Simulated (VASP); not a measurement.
C:

```
C
1.0
     1.22805   -2.12706    0.00000
     1.22805    2.12706    0.00000
     0.00000    0.00000    7.17327
C
4
Direct
  0.21688 0.01522 0.77611
  0.53888 0.38375 0.23921
  0.87212 0.05051 0.23921
  0.37212 0.55051 0.74548
```

The cell isn't the ideal one: atom 1 moved 0.45 Å.

* Program: VASP 6.6.1
* Task: relaxation of cell and atoms
* Functional: PBE
* Potentials or basis: VASP PAW PBE potentials, release 64 (C)
* Cutoff: 600 eV
* k mesh: 12 × 12 × 4
* Occupations: gaussian, width 0.05 eV
* Spin: no spin polarisation

At the start: pressure 23.1 GPa; volume 9.37 Å³/atom.

**Question.** How do energy, volume and symmetry change on relaxing?

**Answer.** Over 46 steps the energy falls by 762.1 meV/atom and the volume is 10.56 Å³/atom (+12.7 %); space group P-1 (No. 2, to 0.05 Å).

The path:
```csv
step,energy change (eV),largest force (eV/Å),pressure (GPa),volume (Å³)
1,0.0000,13.0932,23.10,37.48
3,0.5529,5.9608,-36.38,46.71
5,0.2412,5.7110,-29.60,45.39
7,-1.5901,7.2053,-1.77,38.96
9,-2.1695,4.7322,-20.80,40.78
11,-2.8662,3.1640,-2.38,38.30
13,-2.9146,3.0301,4.49,37.61
15,-3.0247,0.2816,1.46,37.87
17,-3.0319,0.1562,0.00,38.08
19,-3.0329,0.0812,0.29,38.10
21,-3.0347,0.1388,1.61,38.31
23,-3.0362,0.1549,1.33,38.52
25,-3.0405,0.2353,0.16,39.46
27,-3.0411,0.2950,-0.58,40.09
29,-3.0457,0.1715,-0.40,40.84
31,-3.0471,0.2094,-0.21,41.60
33,-3.0482,0.0662,0.10,41.94
35,-3.0484,0.0479,0.01,42.08
37,-3.0484,0.0179,0.00,42.13
39,-3.0485,0.0189,0.03,42.14
41,-3.0485,0.0118,0.04,42.15
43,-3.0485,0.0257,-0.04,42.19
45,-3.0485,0.0170,-0.04,42.21
46,-3.0485,0.0095,-0.04,42.24
```

Final structure:
```
C
1.0
     1.23032   -2.13775   -0.05078
     1.23420    2.13615   -0.06718
    -0.26569    0.01580    8.03249
C
4
Direct
  0.96093 0.61439 0.75567
  0.53905 0.38562 0.24435
  0.87236 0.05220 0.24432
  0.62767 0.94779 0.75566
```
